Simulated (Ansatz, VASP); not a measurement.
This is a calculation of WS for Ansatz 0.2.0.

File input.yaml:

```yaml
crystal:
  lattice:
    - [3.00789, 0.0, 0.0]
    - [0.0, 3.00789, 0.0]
    - [0.0, 0.0, 3.00789]
  atoms:
    - { symbol: W, position: [0.5, 0.5, 0.5] }
    - { symbol: S, position: [0.0, 0.0, 0.0] }
hamiltonian:
  xc: pbe
  pseudopotentials: { kind: paw }
kpoints:
  mp_grid: { grid: [9, 9, 9] }
scf:
  occupations: { method: fermi_dirac, width: 0.05 }
output:
  forces: true
  stress: true
  eigenvalues: true
```

Potentials or basis: Ansatz PAW.

The run is started by

```sh
$ ansatz run input.yaml --threads 1 --pin off --max-ram 3584MiB --backend cpu --events-out ev --progress --plain --runs-dir out
```

**Question.** Translate it to VASP 6.6.1. Potentials there: VASP PAW PBE potentials, release 64 (W_sv, S).

**Answer.** As run (the cutoff follows the program's own potentials):

File INCAR:

```
SYSTEM = WS
PREC = Accurate
ENCUT = 520
EDIFF = 1E-7
ISMEAR = -1
SIGMA = 0.05
LREAL = .FALSE.
LASPH = .TRUE.
NELM = 100
ALGO = Normal
ISIF = 2
LWAVE = .FALSE.
LCHARG = .TRUE.
GGA = PE
LELF = .TRUE.
LVHAR = .TRUE.
NBANDS = 17
```

File KPOINTS:

```
Automatic mesh
0
G
  9 9 9
  0 0 0
```

File POSCAR:

```
WS
1.0
    3.0078900000      0.0000000000      0.0000000000
    0.0000000000      3.0078900000      0.0000000000
    0.0000000000      0.0000000000      3.0078900000
W S
1 1
Direct
    0.5000000000      0.5000000000      0.5000000000
    0.0000000000      0.0000000000      0.0000000000
```

Potentials or basis: VASP PAW PBE potentials, release 64 (W_sv, S).

The run is started by

```console
$ cat potpaw_PBE.64/W_sv/POTCAR potpaw_PBE.64/S/POTCAR > POTCAR
$ mpirun -np 1 vasp_std > vasp.out
```

Both were run:

|  | VASP | Ansatz | Ansatz less VASP |
| --- | --- | --- | --- |
| gap on the k mesh at the Fermi level (eV) | none | none | - |
| pressure (GPa) | 0.8 | 0.4 | -0.41 |

A gap of «none» marks a metal or a gap that the smearing closes. With one functional, cell and mesh, what is left measures potentials, basis and numerics.

Spin-orbit coupling is left out, which matters for the levels of W.
